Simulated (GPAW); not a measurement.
# ZnSe (Stilleite) (F-43m) in GPAW: reference runs

Reference runs on ZnSe (Stilleite): the cell as given.

Everything below comes from runs of GPAW 26.7.0. Logs are shortened: lines on timing, memory, paths and dates and some standing lists are left out, and cuts for length are marked. The log counts tension as positive stress, the text compression.

**Measured values to compare with.**

From “Alloy Disordering Effects on the Thermal Conductivity and Energy Gap Temperature Dependence of Cd1−xZnxSe Ternary Crystals Grown by the Bridgman Method”, 2023, pmc:10253836, for a bulk crystal of ZnSe at 300 K: band gap 2.695 ± 0.003 eV (an exciton energy, a little under the gap).

The results are compared with them further down.

## 1. Starting point

The structure is cubic, space group F-43m (No. 216). The conventional cell has a = 5.668 Å, b = 5.668 Å, c = 5.668 Å, α = 90.00°, β = 90.00°, γ = 90.00°. Se (site symmetry -43m) has 4 Zn at 2.45 Å as nearest neighbours. Around Zn (site symmetry -43m) lie 4 Se at 2.45 Å.

## 2. Single point, PBE

The input, run.py:

```python
from ase import Atoms
from ase.dft.bandgap import bandgap
from ase.io import write
from ase.units import GPa
from gpaw import GPAW, PW

atoms = Atoms(['Se', 'Zn'],
              cell=[[0.0, 2.8338, 2.8338],
                    [2.8338, 0.0, 2.8338],
                    [2.8338, 2.8338, 0.0]],
              scaled_positions=[[0.75, 0.75, 0.75],
                                [0.0, 0.0, 0.0]],
              pbc=True)

calc = GPAW(mode=PW(600),
            xc='PBE',
            kpts={'size': (8, 8, 8), 'gamma': True},
            occupations={'name': 'fermi-dirac', 'width': 0.05},
            nbands=18,
            convergence={'density': 1e-05, 'energy': 1e-05},
            maxiter=150,
            txt='gpaw.txt')
atoms.calc = calc
energy = atoms.get_potential_energy()
forces = atoms.get_forces()
stress = atoms.get_stress()
calc.write('gs.gpw')
write('result.traj', atoms)
print(f'Energy: {energy:.6f} eV')
print('Forces (eV/A):')
print(forces.round(4))
print('Stress (GPa):', (stress / GPa).round(3))
print('Fermi level:', round(calc.get_fermi_level(), 4), 'eV')
print(f'Gap: {bandgap(calc)[0]:.4f} eV, direct: {bandgap(calc, direct=True)[0]:.4f} eV')
```

Potentials or basis: GPAW PAW data sets (gpaw-data 1.2.1), pw.

The run is started by

```bash
OMP_NUM_THREADS=1 python run.py
```

gpaw.txt:

```text
__  _  _
 | _ |_)|_||  |
 |__||  | ||/\| - 26.7.0

Input parameters:
  mode=PW(ecut=600.0),
  convergence={'density': 1e-05, 'energy': 1e-05},
  kpts=MonkhorstPack(size=(8, 8, 8), gamma=True),
  maxiter=150,
  nbands=18,
  occupations=Occupations(name='fermi-dirac', width=0.05),
  xc=XC(name='PBE')

Diagonalizing LCAO Hamiltonian
Converting LCAO to pw mode

                    Se

       Zn

Atoms  # Å, Bohr magnetons
|   | symbol |        x |        y |        z |    initial magnetic moments |
|---|--------|----------|----------|----------|-----------------------------|
| 0 |     Se | 4.250700 | 4.250700 | 4.250700 | ( 0.0000,  0.0000,  0.0000) |
| 1 |     Zn | 0.000000 | 0.000000 | 0.000000 | ( 0.0000,  0.0000,  0.0000) |

Unit cell  # Å
| periodic |        x |        y |        z |  lengths |    angles |
|----------|----------|----------|----------|----------|-----------|
|      yes | 0.000000 | 2.833800 | 2.833800 | 4.007598 | 60.000000 |
|      yes | 2.833800 | 0.000000 | 2.833800 | 4.007598 | 60.000000 |
|      yes | 2.833800 | 2.833800 | 0.000000 | 4.007598 | 60.000000 |

Number of symmetries: 24
Symmetry operations  # r_c * U_cc + t_c -> r_c
|    | kind |            matrix            |
|----|------|------------------------------|
|  0 |  E   |  1, 0, 0,  0, 1, 0,  0, 0, 1 |
|  1 |  σ   |  1, 0, 0,  0, 0, 1,  0, 1, 0 |
|  2 |  σ   |  1, 0,-1,  0, 1,-1,  0, 0,-1 |
|  3 |  C3  |  1, 0,-1,  0, 0,-1,  0, 1,-1 |
|  4 |  C3  |  1,-1, 0,  0,-1, 1,  0,-1, 0 |
|  5 |  σ   |  1,-1, 0,  0,-1, 0,  0,-1, 1 |
|  6 |  σ   |  0, 1, 0,  1, 0, 0,  0, 0, 1 |
|  7 |  C3  |  0, 1, 0,  0, 0, 1,  1, 0, 0 |
|  8 |  C2  |  0, 1,-1,  1, 0,-1,  0, 0,-1 |
|  9 |  S4  |  0, 1,-1,  0, 0,-1,  1, 0,-1 |
| 10 |  C3  |  0, 0, 1,  1, 0, 0,  0, 1, 0 |
| 11 |  σ   |  0, 0, 1,  0, 1, 0,  1, 0, 0 |
| 12 |  S4  |  0, 0,-1,  1, 0,-1,  0, 1,-1 |
| 13 |  C3  |  0, 0,-1,  0, 1,-1,  1, 0,-1 |
| 14 |  S4  |  0,-1, 1,  1,-1, 0,  0,-1, 0 |
| 15 |  C2  |  0,-1, 1,  0,-1, 0,  1,-1, 0 |
| 16 |  C3  |  0,-1, 0,  1,-1, 0,  0,-1, 1 |
| 17 |  S4  |  0,-1, 0,  0,-1, 1,  1,-1, 0 |
| 18 |  S4  | -1, 1, 0, -1, 0, 1, -1, 0, 0 |
| 19 |  C3  | -1, 1, 0, -1, 0, 0, -1, 0, 1 |
| 20 |  C3  | -1, 0, 1, -1, 1, 0, -1, 0, 0 |
| 21 |  S4  | -1, 0, 1, -1, 0, 0, -1, 1, 0 |
| 22 |  σ   | -1, 0, 0, -1, 1, 0, -1, 0, 1 |
| 23 |  C2  | -1, 0, 0, -1, 0, 1, -1, 1, 0 |

BZ-sampling:
  Number of BZ points: 512
  Number of IBZ points: 29

  Monkhorst-Pack size: [8, 8, 8]
  Monkhorst-Pack shift: [0.0625, 0.0625, 0.0625]

K-points  # in reciprocal-cell coordinates
|     |                                coordinates |     weight |
|-----|--------------------------------------------|------------|
|   0 | (  0.00000000,   0.00000000,   0.00000000) | 0.00195312 |
|   1 | (  0.12500000,   0.12500000,   0.00000000) | 0.01171875 |
|   2 | (  0.12500000,   0.12500000,   0.12500000) | 0.01562500 |
|   3 | (  0.25000000,   0.12500000,   0.12500000) | 0.02343750 |
|   4 | (  0.25000000,   0.25000000,   0.00000000) | 0.01171875 |
|   5 | (  0.25000000,   0.25000000,   0.12500000) | 0.04687500 |
|   6 | (  0.25000000,   0.25000000,   0.25000000) | 0.01562500 |
|   7 | (  0.37500000,   0.25000000,  -0.37500000) | 0.04687500 |
|   8 | (  0.37500000,   0.25000000,   0.12500000) | 0.04687500 |
|   9 | (  0.37500000,   0.25000000,   0.25000000) | 0.04687500 |
| ... |                                            |            |
|  28 | (  0.50000000,   0.50000000,   0.50000000) | 0.00781250 |

Plane wave coefficients: 1540
Cutoff: 600.0 eV

Spin-components: 1 (collinear spins)
Bands:           18
Projectors:      11
Spin-degeneracy: 2
Datatype:        complex128

Density:
  Valence electrons: 18.0
  Components: 1
  Grid points: [24 24 24]
  Charge: 0.0  # |e|

Potential:
  Grid points: [24 24 24]

species:
  Se:
    name:    Selenium
    Z:       34.0
    valence: 6
    core:    28
    charge:  0.0  # [|e|]
    compensation charges:
      type: gauss
      rc: 0.27  # [Å]
      lmax: 2
    cutoffs:
      filter: 1.77  # [Å]
      core: 2.67  # [Å]
    projectors
    | kind |    occ | energy [eV] | rcut [Å] |
    |------|--------|-------------|----------|
    |   4s |  2.000 |     -17.277 |    0.847 |
    |   4p |  4.000 |      -6.512 |    1.005 |
    |    s |        |       9.935 |    0.847 |
    |    p |        |      20.699 |    1.005 |
    |    d |        |       0.000 |    0.847 |

    Using partial waves for Se as LCAO basis

  Zn:
    name:    Zinc
    Z:       30.0
    valence: 12
    core:    18
    charge:  0.0  # [|e|]
    compensation charges:
      type: gauss
      rc: 0.37  # [Å]
      lmax: 2
    cutoffs:
      filter: 2.14  # [Å]
      core: 2.28  # [Å]
    projectors
    | kind |    occ | energy [eV] | rcut [Å] |
    |------|--------|-------------|----------|
    |   4s |  2.000 |      -5.977 |    1.286 |
    |   4p |  0.000 |      -1.117 |    1.270 |
    |   3d | 10.000 |     -10.142 |    1.180 |
    |    s |        |      21.234 |    1.286 |
    |    p |        |      26.095 |    1.270 |
    |    d |        |      17.070 |    1.180 |

    Using partial waves for Zn as LCAO basis

Reference energy: -114964.858784  # eV

eigensolver:
  PPCG
  Converge bands: occupied
  niter=2

density mixing:
  MSR1-Mixer
  Pratt-step length: 0.05
  Maximum mixing coefficient: 0.75
  Old densities: 10
  SVD Regularization: 0.005
  Good broyden scale: 1.0
  Trust region scale: 1.0
  Backstep threshold: 4.0
  History deletion threshold: 6.0
  Fourier metric: weight=20.0, sigma=0.015

occupation numbers:
  Fermi-Dirac:
    width: 0.0500  # eV

poisson solver:
  ecut: 4800.0  # eV

xc functional:
[... 9 lines left out ...]
|iter     | |      energy | eigst |  dens |
|---------|-|-------------|-------|-------|
|iter:   1| |   -6.339548 | -0.25 |       |
|iter:   2| |   -6.282171 | -2.22 | -1.24 |
|iter:   3| |   -6.100369 | -1.65 | -1.28 |
|iter:   4| |   -6.100329 | -2.63 | -1.83 |
|iter:   5| |   -6.101408 | -3.71 | -2.31 |
|iter:   6| |   -6.101380 | -4.25 | -2.93 |
|iter:   7| |   -6.101403c| -5.24 | -3.51 |
|iter:   8| |   -6.101407c| -6.03 | -3.93 |
|iter:   9| |   -6.101407c| -8.14c| -5.04c|

Converged in 9 steps
Energy contributions relative to reference atoms: (reference = -114964.858784)

Energy contributions:
  Kinetic:          13.004586
  Coulomb:         -11.065267
  Zero:             -0.038423
  External:          0.000000
  Xc:               -8.002304
  Entropy:          -0.000000
  Spinorbit:         0.000000
  ----------------------------
  Free energy:      -6.101407
  Extrapolated:     -6.101407

dipole moment: (-7.090447, -7.090447, -7.090447)  # |e|*Ang

Fermi level: 4.555
Eigenvalues  # (at kpt = [0.000, 0.000, 0.000])
| band index |      eig [eV] | occ [0-2] |
|------------|---------------|-----------|
|          0 |        -9.375 |     2.000 |
|          1 |        -2.645 |     2.000 |
|          2 |        -2.645 |     2.000 |
|          3 |        -2.645 |     2.000 |
|          4 |        -2.279 |     2.000 |
|          5 |        -2.279 |     2.000 |
[... 10 lines left out ...]
|         16 |        16.945 |     0.000 |
|         17 |        16.945 |     0.000 |

Gap: 1.298 eV
Transition (v -> c):
  (s=0, k=0, n=8, [0.00, 0.00, 0.00]) -> (s=0, k=0, n=9, [0.00, 0.00, 0.00])
No difference between direct/indirect transitions

Forces  # eV/Ang
|       x |        y |       z |
|---------|----------|---------|
| 0.00000 |  0.00000 | 0.00000 |  # Se   0
| 0.00000 | -0.00000 | 0.00000 |  # Zn   1

Stress tensor  # eV/Ang^3
|         x |         y |         z |
|-----------|-----------|-----------|
| -0.013034 |  0.000000 | -0.000000 |
|  0.000000 | -0.013034 | -0.000000 |
| -0.000000 | -0.000000 | -0.013034 |

# Writing to gs.gpw (mode='')
```

Run time: 8.9 s. Hardware: 1 thread of Intel Xeon 6975P-C (Granite Rapids), shared host; peak memory 0.16 GiB.

Results:

```yaml
Free_energy: -6.1014 eV
Pressure: 2.1 GPa
Band_gap_on_the_k_mesh: 1.30 eV, direct
```

Levels at points of the mesh, in eV from the valence-band top:
| k point | band 6 | band 7 | band 8 | band 9 | band 10 | band 11 | band 12 | band 13 |
| --- | --- | --- | --- | --- | --- | --- | --- | --- |
| (0.00, 0.00, 0.00) | -6.15 | 0.00 | 0.00 | 0.00 | 1.30 | 5.81 | 5.81 | 5.81 |
| (0.50, 0.50, 0.00) | -5.97 | -4.74 | -2.18 | -2.18 | 2.99 | 3.47 | 10.73 | 11.25 |
| (0.50, 0.50, 0.50) | -5.99 | -5.22 | -0.87 | -0.87 | 2.55 | 6.39 | 6.39 | 8.57 |

## 3. How close it comes

Step 2. Measured gap of ZnSe: 2.695 eV (an exciton energy, a little under the gap; 300 K; “Alloy Disordering Effects on the Thermal Conductivity and Energy Gap Temperature Dependence of Cd1−xZnxSe Ternary Crystals Grown by the Bridgman Method”, 2023, pmc:10253836). This calculation gives 1.30 eV (-1.40 eV). So large a miss can be the level of theory's own, or it may mean another phase, state or a wrong row. Spin-orbit coupling on Se is left out. The value is that of PBE, without temperature or zero-point motion. Semilocal functionals fall short of measured gaps as a rule.
